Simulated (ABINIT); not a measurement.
**Pb: band structure with AM05**

Crystal: Pb.

```
Pb
1.0
     0.00000    2.47502    2.47502
     2.47502    0.00000    2.47502
     2.47502    2.47502    0.00000
Pb
1
Cartesian
  0.0000 0.0000 0.0000
```

```yaml
Program: ABINIT 10.8.3 (patched build)
Task: band structure
Functional: AM05
Potentials_or_basis: JTH PAW PBE v2.0
Cutoff: 463 eV
k_mesh: 9 × 9 × 9
Occupations: fermi-dirac, width 0.05 eV
Spin: spin-orbit coupling, no magnetisation
Fine-grid_cutoff: 925.187 eV
Exchange_and_correlation_inside_the_PAW_spheres: full angular mesh (pawxcdev 0, this build's default; the released program takes 1)
```

```json
{
 "Band gap on the k mesh": "none (metal or under the smearing width)",
 "Valence electrons inside the program's atomic spheres": "Pb 11.43 (radii [1.2714] Å)"
}
```

Levels at the corners of the path, in eV from the Fermi level:
| point | band 11 | band 12 | band 13 | band 14 | band 15 | band 16 | band 17 | band 18 |
| --- | --- | --- | --- | --- | --- | --- | --- | --- |
| Γ | -11.56 | -11.56 | 5.32 | 5.32 | 8.53 | 8.53 | 8.53 | 8.53 |
| X | -6.51 | -6.51 | -3.27 | -3.27 | 1.60 | 1.60 | 2.81 | 2.81 |
| W | -6.41 | -6.41 | -1.89 | -1.89 | -0.78 | -0.78 | 0.55 | 0.55 |
| K | -6.60 | -6.60 | -2.40 | -2.40 | -0.98 | -0.98 | 3.16 | 3.16 |
| Γ | -11.56 | -11.56 | 5.32 | 5.32 | 8.53 | 8.53 | 8.53 | 8.53 |
| L | -7.92 | -7.92 | -4.15 | -4.15 | 4.73 | 4.73 | 6.59 | 6.59 |
| U | -6.60 | -6.60 | -2.40 | -2.40 | -0.98 | -0.98 | 3.16 | 3.16 |
| W | -6.41 | -6.41 | -1.89 | -1.89 | -0.78 | -0.78 | 0.55 | 0.55 |
| L | -7.92 | -7.92 | -4.15 | -4.15 | 4.73 | 4.73 | 6.59 | 6.59 |
| K | -6.60 | -6.60 | -2.40 | -2.40 | -0.98 | -0.98 | 3.16 | 3.16 |

Wall time 3.2 min on 1 thread of Arm Neoverse V2, with other jobs on the host, peak memory 0.16 GiB.
